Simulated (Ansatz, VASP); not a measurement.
# H in VASP and in Ansatz

```
CELL_PARAMETERS angstrom
1.74744 -2.89559 0.00000
1.74744 2.89559 0.00000
0.00000 0.00000 6.31377
ATOMIC_POSITIONS crystal
H 0.56781 0.43219 0.99951
H 0.43219 0.56781 0.00049
H 0.43219 0.56781 0.49951
H 0.56781 0.43219 0.50049
```

Change from the starting cell: strain +0.0600 x Voigt [1, 1, 0, 0, 0, 0], atoms carried along.

Alike in both runs: task single point; functional LDA; k mesh 8 × 8 × 4; occupations gaussian, width 0.05 eV; no spin polarisation.

|  | VASP | Ansatz |
| --- | --- | --- |
| version | VASP 6.6.1 | Ansatz 0.2.0 |
| potentials or method | VASP PAW LDA potentials, release 64 (H) | scalar-relativistic, plane waves, PAW |
| plane-wave cutoff (eV) | 520 | 420 |
| valence electrons in the cell | 4 | 4 |

Ansatz gave:

```
gap on the k mesh at the Fermi level (eV)       : 7.47
least direct gap on the mesh (eV)               : 7.47
pressure (GPa)                                  : -1.1
largest component of the traceless stress (GPa) : 1.53
rms of the force components (eV/Å)              : 0.296
```

Which values does VASP return?

gap on the k mesh at the Fermi level (eV): 7.46; least direct gap on the mesh (eV): 7.46; pressure (GPa): -1.2; largest component of the traceless stress (GPa): 1.50; rms of the force components (eV/Å): 0.285.

Atom by atom the forces differ by 0.011 eV/Å (rms over components).

A k mesh can miss the band edges.
